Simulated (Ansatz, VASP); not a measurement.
**Two plane-wave programs on TiC**

```
Ti C
1.0
     0.00000    2.16400    2.12072
     2.16400    0.00000    2.12072
     2.16400    2.16400    0.00000
Ti C
1 1
Cartesian
  0.0000 0.0000 0.0000
  2.1640 2.1640 2.1207
```

Change from the starting cell: z stretched by -2 %, ions relaxed.

Alike in both runs: functional PBE; k mesh 18 × 18 × 18; occupations fermi-dirac, width 0.05 eV; no spin polarisation.

Ansatz relaxed the structure, and its values are those at the end. VASP's run is a single point on that final structure, the one shown.

|  | VASP | Ansatz |
| --- | --- | --- |
| version | VASP 6.6.1 | Ansatz 0.2.0 |
| potentials or method | VASP PAW PBE potentials, release 64 (Ti_sv, C) | plane-wave PAW, scalar-relativistic |
| plane-wave cutoff (eV) | 520 | 420 |
| valence electrons in the cell | 16 | 16 |

Ansatz gave:

* pressure (GPa): 6.4

Problem. Which values does VASP return?

Solution. Pressure (GPa): 6.6.

Ansatz warned: «stress_scf_threshold_loose».
